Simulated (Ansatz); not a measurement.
# Gallium, omega (AlB2-type) under PBEsol: from relaxation to bulk modulus

The plan for gallium in the omega (AlB2-type) structure: relax it, solve it on a dense k-mesh, then scale the cell to 7 volumes from 88 to 112 % of the relaxed one and try a fit of the equation of state. Spin polarisation is left out. The k-meshes are 8×8×11 for the relaxation; 11×11×14 for the dense run; 9×9×12 for the volumes.

Program: Ansatz 0.2.0. Level of theory: DFT PBEsol, plane waves (420 eV) with PAW, scalar-relativistic; PAW files made under PBE, frozen cores solved again for the functional. These are calculated values, not measurements.

**1. Starting point**

It takes space group P6/mmm (No. 191, hexagonal). Conventional cell: a = 4.802 Å, b = 4.802 Å, c = 2.944 Å, α = 90.00°, β = 90.00°, γ = 120.00°. Ga (site symmetry 6/mmm) has 14 Ga at 2.94 to 3.14 Å as nearest neighbours. Ga (site symmetry -6m2) is surrounded by 11 Ga at 2.77 to 3.14 Å.

As a file:

```cif
data_structure
_symmetry_space_group_name_H-M 'P 1'
_symmetry_Int_Tables_number 1
_cell_length_a 4.8020
_cell_length_b 4.8020
_cell_length_c 2.9436
_cell_angle_alpha 90.000
_cell_angle_beta 90.000
_cell_angle_gamma 120.000
_cell_volume 58.78
loop_
_atom_site_label
_atom_site_type_symbol
_atom_site_fract_x
_atom_site_fract_y
_atom_site_fract_z
_atom_site_occupancy
Ga1 Ga 0.00000 0.00000 0.00000 1
Ga2 Ga 0.33333 0.66667 0.50000 1
Ga3 Ga 0.66667 0.33333 0.50000 1
```

**2. Relaxing cell and atoms**

Contents of input.yaml:

```yaml
crystal:
  lattice:
    - [4.8020307411, 0.0, 0.0]
    - [-2.4010153706, 4.1586806116, 0.0]
    - [0.0, 0.0, 2.9436448443]
  atoms:
    - { symbol: Ga, position: [0.0, 0.0, 0.0] }
    - { symbol: Ga, position: [0.3333333333, 0.6666666667, 0.5] }
    - { symbol: Ga, position: [0.6666666667, 0.3333333333, 0.5] }
hamiltonian:
  xc: pbesol
  pseudopotentials:
    kind: paw
    azcp:
      Ga: "pseudopotentials/Ga.paw.azcp"
basis:
  ecutwfc: 420
  fft_grid_basis: typed
kpoints:
  mp_grid: { grid: [8, 8, 11], shift: [0, 0, 0] }
magnetization:
  spin_polarized: false
scf:
  occupations: { method: fermi_dirac, width: 0.1 }
relax:
  max_steps: 60
  f_tol: 0.01
  cell: {}
```

Started as:

```bash
ansatz run input.yaml --threads 2 --pin off --max-ram 5120MiB --backend cpu --events-out ev --progress --plain --runs-dir out
```

The program printed, shortened:

```text
Warning: <dir> the record states the generating functional pbe (its physics header spells it `PBE`), which answers neither for hamiltonian.xc's functional nor for the pbesol family's — results may be inconsistent (PPs are generated against a specific XC)
Warning: RAYON_NUM_THREADS=2 ignored (pool sized by the plan → 2); use --threads N
[...]
Pseudopotentials: kind: paw
Pseudopotential: Ga, paw, valence charge 13, recommended cutoff 420 eV (normal), <dir>
Functional definition: PBEsol
[...]
Crystal: 3 atoms, lattice volume = 58.785 Å³
Basis set: ecut = 420 eV, 1137 PW (Γ), exchange–correlation on 72×72×40 points (8 copies of the dense FFT grid, shifted against one another)
Bands: 24, of which v1, the nominal top of the filled ones, is band 20 counted from 1 (19 counted from 0)
Symmetry: 24 space group operations
Space group: P6/mmm (ITA 191), of the structure as read, at distance tolerance 3.9e-5 Å
k-points: 60 of 704
[...]
SCF iter   1: F=—  HF=-11229.408996 eV  |F-HF|=—  |Δ(HF+E_count)|=         —  Δρ=1.88e-3  dr2=1.53e-3  ethr=1.77e-3  ⟨swp⟩=5.2  Hψ=5566  notcnv=0
[...]
relax step   1: F+E_penalty+E_count = -11229.40694174 eV  Δ(F+E_penalty+E_count) = +0.000e0 eV  max|allowed force component| = 1.850e-17 eV/Å  Δτ_max = 0.0000 Å  P = -3.984 GPa  Ω = 58.785 Å³  (6 SCF iters, dr2 threshold 1.00e-7 eV, accepted)
[...]
relax step   7: F+E_penalty+E_count = -11229.47668772 eV  Δ(F+E_penalty+E_count) = -5.079e-4 eV  max|allowed force component| = 4.472e-17 eV/Å  Δτ_max = 0.0000 Å  P = -0.003 GPa  Ω = 54.183 Å³  energy of the carried Pulay correction = +1.093e-3 eV  (4 SCF iters, dr2 threshold 1.14e-7 eV, accepted)
[...]
relax step   8: F+E_penalty+E_count = -11229.47549478 eV  Δ(F+E_penalty+E_count) = +1.193e-3 eV  max|allowed force component| = 5.243e-17 eV/Å  Δτ_max = 0.0000 Å  P = +0.001 GPa  Ω = 54.183 Å³  stress off target by 3.78e-2 GPa  SCF on the basis re-selected at this cell (its energy is not [...]
SCF converged after 6 iterations
Free energy (F): -11229.475495 eV
[...]
E sigma→0 (E₀):  -11229.452761 eV
Entropy (-TS):   -0.045468 eV (-15.156 meV/atom)
Fermi energy:    10.218099 eV
[...]
--- Forces (eV/Å), atoms counted from 1 ---
  atom   1  Ga     0.00000000     0.00000000    -0.00000000
  atom   2  Ga    -0.00000000    -0.00000000     0.00000000
  atom   3  Ga     0.00000000     0.00000000    -0.00000000
[...]
--- Stress (GPa, compression-positive) ---
        0.020312       0.000000       0.000000
        0.000000       0.020312       0.000000
        0.000000       0.000000      -0.037768
  P = ⅓ Tr σ = 0.0010 GPa (0.010 kbar)
--- Relaxed structure (7 steps of the walk, 7 accepted, 1 SCFs on fresh bases) ---
  F+E_penalty+E_count = -11229.47549478 eV   max|allowed force component| = 5.243e-17 eV/Å   (the final SCF, on the basis selected at the relaxed cell)
  cell:  # Å, volume = 54.1826 Å³
    - [4.607783101240592, 2.769976786909265e-11, 0.0]
    - [-2.303891550644285, 3.9904572207891476, 0.0]
    - [0.0, 0.0, 2.9467625935768154]
  atoms:
    - { symbol: Ga, position: [-4.3115952071063184e-35, -7.396406255107061e-35, 0.0] }
    - { symbol: Ga, position: [0.33333333333333337, 0.6666666666666667, 0.5000000000000001] }
    - { symbol: Ga, position: [0.6666666666666669, 0.3333333333333334, 0.5000000000000001] }
```

Wall time 29 s (2 threads of AMD EPYC 7R43 (Zen 3), shared host); peak memory 0.48 GiB.

Step by step:

| step | energy change (meV/atom) | largest force (eV/Å) | pressure (GPa) | volume (Å³/atom) |
| --- | --- | --- | --- | --- |
| 1 | 0.00 | 0.0000 | -3.98 | 19.595 |
| 2 | -21.93 | 0.0000 | 0.05 | 17.988 |
| 3 | -22.05 | 0.0000 | -0.01 | 18.010 |
| 4 | -22.20 | 0.0000 | 0.00 | 18.009 |
| 5 | -22.99 | 0.0000 | 0.31 | 17.982 |
| 6 | -23.08 | 0.0000 | -0.04 | 18.054 |
| 7 | -23.25 | 0.0000 | 0.00 | 18.061 |
| 8 | -22.85 | 0.0000 | 0.00 | 18.061 |

Steps that repeat a cell are solved on a basis chosen anew, so their changes of energy are no gain of the relaxation.

The cell of the run, before and after:

|  | before | after | change |
| --- | --- | --- | --- |
| a (Å) | 4.802 | 4.608 | -4.0 % |
| b (Å) | 4.802 | 4.608 | -4.0 % |
| c (Å) | 2.944 | 2.947 | +0.1 % |
| volume (Å³/atom) | 19.595 | 18.061 | -7.8 % |
| shortest distance (Å) | 2.772 | 2.660 | -4.0 % |
| space group (spins left aside) | P6/mmm | P6/mmm | same |

**3. Single point on a dense mesh**

Contents of input.yaml:

```yaml
crystal:
  lattice:
    - [4.6077831012, 0.0, 0.0]
    - [-2.3038915506, 3.9904572208, 0.0]
    - [0.0, 0.0, 2.9467625936]
  atoms:
    - { symbol: Ga, position: [1.0, 1.0, 0.0] }
    - { symbol: Ga, position: [0.3333333333, 0.6666666667, 0.5] }
    - { symbol: Ga, position: [0.6666666667, 0.3333333333, 0.5] }
hamiltonian:
  xc: pbesol
  pseudopotentials:
    kind: paw
    azcp:
      Ga: "pseudopotentials/Ga.paw.azcp"
basis:
  ecutwfc: 420
  fft_grid_basis: typed
kpoints:
  mp_grid: { grid: [11, 11, 14], shift: [0, 0, 0] }
magnetization:
  spin_polarized: false
scf:
  occupations: { method: fermi_dirac, width: 0.1 }
output:
  write_density: true
  write_potential: true
  elf: true
  volumetric_format: npy
```

Started as:

```bash
ansatz run input.yaml --threads 2 --pin off --max-ram 5120MiB --backend cpu --events-out ev --progress --plain --runs-dir out
```

The program printed:

```text
Warning: <dir> the record states the generating functional pbe (its physics header spells it `PBE`), which answers neither for hamiltonian.xc's functional nor for the pbesol family's — results may be inconsistent (PPs are generated against a specific XC)
Warning: RAYON_NUM_THREADS=2 ignored (pool sized by the plan → 2); use --threads N
Engine: ansatz 0.2.0, x86_64-unknown-linux-gnu
[... 3 set-up lines as earlier in the session ...]
  exchange = pbesol_x
  correlation = pbesol_c
Crystal: 3 atoms, lattice volume = 54.183 Å³
Basis set: ecut = 420 eV, 1047 PW (Γ)
Bands: 24, of which v1, the nominal top of the filled ones, is band 20 counted from 1 (19 counted from 0)
[... 1 set-up line as earlier in the session ...]
Space group: P6/mmm (ITA 191), of the structure as read, at distance tolerance 3.8e-5 Å
k-points: 128 of 1694
Non-local potential: Ga, projectors of the file, l = 0: 2, l = 1: 2, l = 2: 3, l = 3: 1
PAW form: soft (Blöchl's): semilocal exchange-correlation on the pseudo side does not see the compensation charge
PAW frozen core: Ga, regenerated for the run's functional, and the local potential with it (the file was generated under x = pbe(κ = 0.804, μ = 0.2195149727645171), c = pbe(β = 0.06672455060314922))
PAW one-centre angular grid: Ga, 590 points (default); XC on 64 Gauss nodes
Initial density: superposition of atomic densities (neutral atoms: chi_scale 0, normalization atom), corrected by the library's trained network
Initial wavefunctions: pseudopotential atomic-orbital guess
Functional: x = pbesol(κ = 0.804, μ = 0.12345679012345678), c = pbesol(β = 0.046)
SCF iter   1: F=—  HF=-11229.486429 eV  |F-HF|=—  |Δ(HF+E_count)|=         —  Δρ=1.84e-3  dr2=1.37e-3  ethr=1.77e-3  ⟨swp⟩=5.1  Hψ=12226  notcnv=0
preconditioner: auto → none  [metal: Δε(μ)=0.031 eV  Ē_g=16.006 eV  σ=0.100 eV  W_gap=0.08  n_scr=8 (ndim 8)  ℏωp=31.5 eV  f_vac=0.000  D(μ)=1.18/eV (n_scr^D=6)  sad-step TF]
SCF iter   2: F=—  HF=-11229.484399 eV  |F-HF|=—  |Δ(HF+E_count)|=   2.03e-3  Δρ=9.90e-4  dr2=4.88e-4  ethr=3.52e-6  ⟨swp⟩=2.0  Hψ=6207  notcnv=0
SCF iter   3: F=—  HF=-11229.484331 eV  |F-HF|=—  |Δ(HF+E_count)|=   6.83e-5  Δρ=2.54e-4  dr2=3.56e-5  ethr=1.25e-6  ⟨swp⟩=2.5  Hψ=5659  notcnv=0
SCF iter   4: F=—  HF=-11229.484328 eV  |F-HF|=—  |Δ(HF+E_count)|=   3.38e-6  Δρ=1.57e-4  dr2=1.53e-5  ethr=9.14e-8  ⟨swp⟩=2.0  Hψ=5602  notcnv=0
SCF iter   5: F=—  HF=-11229.484322 eV  |F-HF|=—  |Δ(HF+E_count)|=   5.18e-6  Δρ=4.08e-5  dr2=9.43e-7  ethr=3.91e-8  ⟨swp⟩=2.0  Hψ=5569  notcnv=0
SCF iter   6: F=-11229.484322 eV  HF=-11229.484322 eV  |F-HF|=2.91e-8  |Δ(HF+E_count)|=   1.92e-7  Δρ=1.12e-5  dr2=3.21e-8  ethr=2.56e-10  ⟨swp⟩=1.6  Hψ=9374  notcnv=0
SCF 1 converged in 6 iterations: F = -11229.484322 eV  dr2 = 3.21e-8
SCF converged after 6 iterations
Free energy (F): -11229.484322 eV
Harris-Foulkes:  -11229.484322 eV  (|F-HF|=2.91e-8)
Internal energy: -11229.445010 eV  (E = F + TS)
E sigma→0 (E₀):  -11229.464666 eV
Entropy (-TS):   -0.039312 eV (-13.104 meV/atom)
Fermi energy:    10.147452 eV
--- Per-component energies (eV) ---
  E_band       = -89.635944
  E_kinetic    = 345.771377
  E_local      = -5273.589603  (includes V_loc(G=0)·N_el)
  E_nonlocal   = 1269.731472
  E_hartree    = 2480.108364
  E_xc         = -207.578381
  E_vxc        = -176.255940  (∫ρ·V_xc dr)
  E_paw        = -5837.775395  (= ΣΔE_a)
  E_vpaw       = -1215.506751  (= ΣTr[D̂ρ^β])
  E_aug_tail   = -0.000324  (compensation charges beyond the density's cutoff)
  E_ewald      = -4008.701454
  E_core_change = 2.588933  (= ΣΔE_core)
  E_smearing   = -0.039312  (= −TS)
  E_closure    = 0.000000  (closes the sum)
  Σ components = -11229.484322   (vs F -11229.484322, Δ=0.00e0)
--- Band table (eV; the first three rows and the last of 128) ---
  k-point 0: bands = ["-4.9447", "-4.7511", "-4.7511", "-4.7257", "-4.7147", "-4.6726", "-4.6726", "-4.6507", "-4.6507", "-4.6393", "-4.6393", "-4.6389", "-4.6389", "-4.4846", "-4.4846", "-1.2391", "7.6547", "7.9208", "8.8714", "8.8714", "9.0583", "9.0583", "15.2289", "18.7857"]
  k-point 1: bands = ["-4.9337", "-4.7507", "-4.7507", "-4.7151", "-4.7016", "-4.7002", "-4.7002", "-4.6741", "-4.6741", "-4.6226", "-4.6226", "-4.6165", "-4.6165", "-4.4862", "-4.4862", "-1.1492", "7.7182", "8.0007", "8.9549", "8.9549", "9.1536", "9.1536", "14.0614", "20.1218"]
  k-point 2: bands = ["-4.9030", "-4.7535", "-4.7535", "-4.7382", "-4.7382", "-4.7068", "-4.7068", "-4.6860", "-4.6650", "-4.6107", "-4.6107", "-4.5880", "-4.5880", "-4.4893", "-4.4893", "-0.8787", "7.8925", "8.2420", "9.2015", "9.2015", "9.4381", "9.4381", "12.1556", "20.0694"]
  k-point 127: bands = ["-4.8947", "-4.8722", "-4.7739", "-4.7671", "-4.7510", "-4.7412", "-4.7198", "-4.7092", "-4.6186", "-4.6067", "-4.5732", "-4.4856", "-4.4644", "-4.4619", "-4.4463", "5.4205", "5.7294", "6.3985", "6.7372", "7.2107", "7.9375", "14.0877", "15.3053", "16.0270"]
```

It took 8 s on 2 threads of AMD EPYC 7R43 (Zen 3), shared host; peak memory 0.5 GiB.

Density in a lattice plane of the grid's cell (edges 4.61 and 4.61 Å, at 0.500 of the third edge), which holds Ga.

Ten even steps from ' ' (0.13 e/Å³) to '@' (40.51 e/Å³):
```
                                                
                                                
                                                
                                                
                ::--::                          
            ..==%%##--                          
            ::##@@++..                          
            ::++==..                            
            ....                                
                                                
                                  ....          
                              ..==++::          
                            ..++@@##::          
                            --##%%==..          
                            ::--::              
                                                
                                                
                                                
                                                
                                                
```
Columns run along the first of these edges and rows up along the second, over one cell in 24 and 20 even steps from the bottom left corner. Atoms in the plane (fractional): Ga at (0.33, 0.67), Ga at (0.67, 0.33).

ELF in the same plane.

Values, 12 rows by 12 columns:
```
0.30 0.26 0.24 0.32 0.35 0.33 0.33 0.35 0.32 0.24 0.26 0.30
0.25 0.24 0.31 0.29 0.28 0.23 0.28 0.29 0.31 0.24 0.25 0.26
0.25 0.32 0.29 0.22 0.04 0.06 0.22 0.29 0.32 0.25 0.24 0.24
0.35 0.35 0.28 0.04 0.37 0.04 0.27 0.35 0.35 0.32 0.31 0.32
0.45 0.33 0.23 0.06 0.04 0.22 0.33 0.45 0.35 0.29 0.29 0.35
0.47 0.33 0.28 0.22 0.27 0.33 0.47 0.33 0.27 0.22 0.28 0.33
0.45 0.35 0.29 0.29 0.35 0.45 0.33 0.22 0.04 0.06 0.23 0.33
0.35 0.32 0.31 0.32 0.35 0.35 0.27 0.04 0.37 0.04 0.28 0.35
0.25 0.24 0.24 0.25 0.32 0.29 0.22 0.06 0.04 0.22 0.29 0.32
0.25 0.26 0.25 0.24 0.31 0.29 0.28 0.23 0.28 0.29 0.31 0.24
0.30 0.30 0.26 0.24 0.32 0.35 0.33 0.33 0.35 0.32 0.24 0.26
0.32 0.30 0.25 0.25 0.35 0.45 0.47 0.45 0.35 0.25 0.25 0.30
```
Columns run along the first of these edges and rows up along the second, over one cell in 12 and 12 even steps from the bottom left corner. Atoms in the plane (fractional): Ga at (0.33, 0.67), Ga at (0.67, 0.33).

Both are smooth fields of the valence electrons: close to the nuclei they are not physical.

Maxima of ELF outside the ion cores: 0.47 on the Ga–Ga line, 1.3 Å from Ga.

**4. The cell scaled to 88 % of its volume**

Contents of input.yaml:

```yaml
crystal:
  lattice:
    - [4.4155646897, 0.0, 0.0]
    - [-2.2077823449, 3.8239911933, 0.0]
    - [0.0, 0.0, 2.823835361]
  atoms:
    - { symbol: Ga, position: [1.0, 1.0, 0.0] }
    - { symbol: Ga, position: [0.3333333333, 0.6666666667, 0.5] }
    - { symbol: Ga, position: [0.6666666667, 0.3333333333, 0.5] }
hamiltonian:
  xc: pbesol
  pseudopotentials:
    kind: paw
    azcp:
      Ga: "pseudopotentials/Ga.paw.azcp"
basis:
  ecutwfc: 420
  fft_grid_basis: typed
kpoints:
  mp_grid: { grid: [9, 9, 12], shift: [0, 0, 0] }
magnetization:
  spin_polarized: false
scf:
  occupations: { method: fermi_dirac, width: 0.1 }
  lower_state_search: "off"
output:
  stress: true
```

Started as:

```bash
ansatz run input.yaml --threads 2 --pin off --max-ram 5120MiB --backend cpu --events-out ev --progress --plain --runs-dir out
```

The program printed, shortened:

```text
Warning: <dir> the record states the generating functional pbe (its physics header spells it `PBE`), which answers neither for hamiltonian.xc's functional nor for the pbesol family's — results may be inconsistent (PPs are generated against a specific XC)
Warning: RAYON_NUM_THREADS=2 ignored (pool sized by the plan → 2); use --threads N
[...]
[... 3 set-up lines as earlier in the session ...]
[...]
Crystal: 3 atoms, lattice volume = 47.681 Å³
Basis set: ecut = 420 eV, 915 PW (Γ)
Bands: 24, of which v1, the nominal top of the filled ones, is band 20 counted from 1 (19 counted from 0)
[... 1 set-up line as earlier in the session ...]
Space group: P6/mmm (ITA 191), of the structure as read, at distance tolerance 3.6e-5 Å
k-points: 84 of 972
[...]
SCF iter   1: F=—  HF=-11229.279870 eV  |F-HF|=—  |Δ(HF+E_count)|=         —  Δρ=2.67e-3  dr2=1.88e-3  ethr=1.77e-3  ⟨swp⟩=5.2  Hψ=8048  notcnv=0
[...]
SCF iter   6: F=-11229.278213 eV  HF=-11229.278213 eV  |F-HF|=4.20e-8  |Δ(HF+E_count)|=   7.66e-8  Δρ=1.31e-5  dr2=2.35e-8  ethr=2.56e-10  ⟨swp⟩=4.1  Hψ=7366  notcnv=0
[...]
SCF converged after 6 iterations
Free energy (F): -11229.278213 eV
[...]
E sigma→0 (E₀):  -11229.255936 eV
Entropy (-TS):   -0.044555 eV (-14.852 meV/atom)
Fermi energy:    12.049508 eV
[...]
--- Stress (GPa, compression-positive) ---
       11.049370      -0.000000       0.000000
       -0.000000      11.049370       0.000000
        0.000000       0.000000       8.658379
  P = ⅓ Tr σ = 10.2524 GPa (102.524 kbar)
```

It took 4.3 s on 2 threads of AMD EPYC 7R43 (Zen 3), shared host; peak memory 0.46 GiB.

**5. The cell scaled to 92 % of its volume**

Changes to input.yaml since step 4:

```diff
@@ -2,5 +2,5 @@
   lattice:
-    - [4.4155646897, 0.0, 0.0]
-    - [-2.2077823449, 3.8239911933, 0.0]
-    - [0.0, 0.0, 2.823835361]
+    - [4.4814783579, 0.0, 0.0]
+    - [-2.240739179, 3.8810741044, 0.0]
+    - [0.0, 0.0, 2.865988372]
   atoms:
```

Started as:

```bash
ansatz run input.yaml --threads 2 --pin off --max-ram 5120MiB --backend cpu --events-out ev --progress --plain --runs-dir out
```

The program printed, shortened:

```text
Warning: <dir> the record states the generating functional pbe (its physics header spells it `PBE`), which answers neither for hamiltonian.xc's functional nor for the pbesol family's — results may be inconsistent (PPs are generated against a specific XC)
Warning: RAYON_NUM_THREADS=2 ignored (pool sized by the plan → 2); use --threads N
[...]
[... 3 set-up lines as earlier in the session ...]
[...]
Crystal: 3 atoms, lattice volume = 49.848 Å³
Basis set: ecut = 420 eV, 963 PW (Γ)
Bands: 24, of which v1, the nominal top of the filled ones, is band 20 counted from 1 (19 counted from 0)
[... 1 set-up line as earlier in the session ...]
Space group: P6/mmm (ITA 191), of the structure as read, at distance tolerance 3.7e-5 Å
k-points: 84 of 972
[...]
SCF iter   1: F=—  HF=-11229.389218 eV  |F-HF|=—  |Δ(HF+E_count)|=         —  Δρ=2.21e-3  dr2=1.48e-3  ethr=1.77e-3  ⟨swp⟩=5.1  Hψ=8164  notcnv=0
[...]
SCF iter   6: F=-11229.387062 eV  HF=-11229.387062 eV  |F-HF|=3.23e-8  |Δ(HF+E_count)|=   1.01e-7  Δρ=1.18e-5  dr2=2.21e-8  ethr=2.56e-10  ⟨swp⟩=4.5  Hψ=7532  notcnv=0
[...]
SCF converged after 6 iterations
Free energy (F): -11229.387062 eV
[...]
E sigma→0 (E₀):  -11229.363321 eV
Entropy (-TS):   -0.047482 eV (-15.827 meV/atom)
Fermi energy:    11.354401 eV
[...]
--- Stress (GPa, compression-positive) ---
        6.547643       0.000000       0.000000
       -0.000000       6.547643       0.000000
        0.000000       0.000000       4.948851
  P = ⅓ Tr σ = 6.0147 GPa (60.147 kbar)
```

Run time: 4.5 s. Hardware: 2 threads of AMD EPYC 7R43 (Zen 3), shared host; peak memory 0.46 GiB.

**6. The cell scaled to 96 % of its volume**

Changes to input.yaml since step 5:

```diff
@@ -2,5 +2,5 @@
   lattice:
-    - [4.4814783579, 0.0, 0.0]
-    - [-2.240739179, 3.8810741044, 0.0]
-    - [0.0, 0.0, 2.865988372]
+    - [4.5455081281, 0.0, 0.0]
+    - [-2.2727540641, 3.936525512, 0.0]
+    - [0.0, 0.0, 2.9069365954]
   atoms:
```

Started as:

```bash
ansatz run input.yaml --threads 2 --pin off --max-ram 5120MiB --backend cpu --events-out ev --progress --plain --runs-dir out
```

The program printed, shortened:

```text
Warning: <dir> the record states the generating functional pbe (its physics header spells it `PBE`), which answers neither for hamiltonian.xc's functional nor for the pbesol family's — results may be inconsistent (PPs are generated against a specific XC)
Warning: RAYON_NUM_THREADS=2 ignored (pool sized by the plan → 2); use --threads N
[...]
[... 3 set-up lines as earlier in the session ...]
[...]
Crystal: 3 atoms, lattice volume = 52.015 Å³
Basis set: ecut = 420 eV, 999 PW (Γ)
Bands: 24, of which v1, the nominal top of the filled ones, is band 20 counted from 1 (19 counted from 0)
[... 2 set-up lines as earlier in the session ...]
k-points: 84 of 972
[...]
SCF iter   1: F=—  HF=-11229.447247 eV  |F-HF|=—  |Δ(HF+E_count)|=         —  Δρ=1.90e-3  dr2=1.26e-3  ethr=1.77e-3  ⟨swp⟩=5.1  Hψ=8199  notcnv=0
[...]
SCF iter   6: F=-11229.445049 eV  HF=-11229.445049 eV  |F-HF|=6.84e-9  |Δ(HF+E_count)|=   2.37e-8  Δρ=1.28e-5  dr2=3.26e-8  ethr=2.56e-10  ⟨swp⟩=4.9  Hψ=8123  notcnv=0
[...]
SCF converged after 6 iterations
Free energy (F): -11229.445049 eV
[...]
E sigma→0 (E₀):  -11229.420132 eV
Entropy (-TS):   -0.049835 eV (-16.612 meV/atom)
Fermi energy:    10.717884 eV
[...]
--- Stress (GPa, compression-positive) ---
        3.036786       0.000000       0.000000
       -0.000000       3.036786       0.000000
        0.000000       0.000000       2.010395
  P = ⅓ Tr σ = 2.6947 GPa (26.947 kbar)
```

It took 5.5 s on 2 threads of AMD EPYC 7R43 (Zen 3), shared host; peak memory 0.47 GiB.

(Part 1 of 2 ends here.)
